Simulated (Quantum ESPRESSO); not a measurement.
MoS2:

```
Mo S
1.0
     1.58000    0.91221    6.15000
    -1.58000    0.91221    6.15000
     0.00000   -1.82443    6.15000
Mo S
1 2
Direct
  0.00000 0.00000 0.00000
  0.41700 0.41700 0.41700
  0.25000 0.25000 0.25000
```

Measurements of this composition are mostly on another form, of space group No. 194.

- Program: Quantum ESPRESSO 7.5
- Task: Wannier functions
- Functional: LDA
- Potentials or basis: GBRV 1.5 LDA
- Cutoff: 612 eV
- Density cutoff: 4898 eV
- k mesh: 8 × 8 × 8
- Occupations: fermi-dirac, width 0.05 eV
- Spin: no spin polarisation
- Iterations: 0
- Form of the LDA correlation: PZ81
- Mixing beta: 0.5
- Most SCF iterations: 120
- SCF threshold: 6e-10 Ry
- k mesh for the Wannier functions: 6 × 6 × 6
- Projections: Mo spd, S sp

Start: atomic projections with disentanglement, frozen window up to 2.5 eV over the reference level; the lowest 4 bands are left out; no minimisation of the spread. The reference level is the Fermi level, or the middle of the gap.

Problem. With atomic projections with disentanglement, how many functions result, how localised are they, and how well do they interpolate the bands?

Solution. 17 functions with spreads from 0.93 to 5.08 Å², 35.8 Å² in all; they miss the direct bands by 7 meV (root mean square).

Wannier functions:
```
function  nearest atom  distance (Å)  spread (Å²)  on-site energy from the reference level (eV)
       1          1 Mo          0.13         3.86                                          4.84
       2          1 Mo          0.35         5.08                                          8.76
       3          1 Mo          0.71         5.03                                          9.08
       4          1 Mo          0.72         5.02                                          9.08
       5          1 Mo          0.04         1.23                                         -0.79
       6          1 Mo          0.08         1.40                                         -0.80
       7          1 Mo          0.08         1.40                                         -0.80
       8          1 Mo          0.03         1.37                                         -1.08
       9          1 Mo          0.03         1.37                                         -1.08
      10           2 S          0.01         0.93                                        -11.98
      11           2 S          0.09         1.34                                         -2.19
      12           2 S          0.12         1.29                                         -2.19
      13           2 S          0.12         1.29                                         -2.19
      14           3 S          0.02         0.97                                        -11.95
      15           3 S          0.12         1.36                                         -2.18
      16           3 S          0.11         1.44                                         -2.33
      17           3 S          0.11         1.44                                         -2.33
```

Parts of the spread (Å²): invariant 18.96, diagonal 0.842, off-diagonal 15.99, total 35.80. Against the direct bands the interpolation misses by 7 meV (root mean square) and 46 meV at most, for states up to 1 eV over the reference level.

Caveat: the mesh misses the band edges, which the band path finds closer together.
